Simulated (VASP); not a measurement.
**Si: band structure with PBE-EpsX**

Crystal: Si.

```
CELL_PARAMETERS angstrom
0.00000 2.71785 2.71785
2.71785 0.00000 2.71785
2.71785 2.71785 0.00000
ATOMIC_POSITIONS crystal
Si 0.75000 0.75000 0.75000
Si 0.50000 0.50000 0.50000
```

```
Program                            : VASP 6.6.1
Task                               : band structure
Functional                         : PBE-EpsX
Potentials or basis                : VASP PAW PBE potentials, release 64 (Si)
Cutoff                             : 520 eV
k mesh                             : 6 × 6 × 6
Occupations                        : gaussian, width 0.03 eV
Spin                               : no spin polarisation
Grid for exact exchange (PRECFOCK) : Fast
Exchange at q = 0                  : truncated
Share of exact exchange            : 0.0752
Further INCAR settings             : ALGO = Normal; EDIFF = 1e-06
```

* Pressure: 1.1 GPa
* Band gap on the k mesh: 1.08 eV, indirect (least direct gap 2.98 eV)
* Band gap along the path: 1.08 eV, indirect (least direct gap 2.98 eV)

Levels at points of the mesh, in eV from the valence-band top:
```csv
k point,band 1,band 2,band 3,band 4,band 5,band 6,band 7,band 8
"(0.00, 0.00, 0.00)",-12.38,0.00,0.00,0.00,2.98,2.98,2.98,3.82
"(0.50, 0.00, 0.00)",-9.97,-7.22,-1.24,-1.24,1.93,3.78,3.78,8.20
"(0.50, 0.50, 0.00)",-8.10,-8.10,-2.95,-2.95,1.08,1.08,10.72,10.72
```

Run time: 2.3 min on 4 MPI ranks on Intel(R) Xeon(R) Platinum 8175M CPU @ 2.50GHz (Skylake/Cascade Lake) (shared host), peak memory 0.21 GiB a rank.

Caveat: the PAW data sets were made with another functional, which shifts forces and pressure a little.
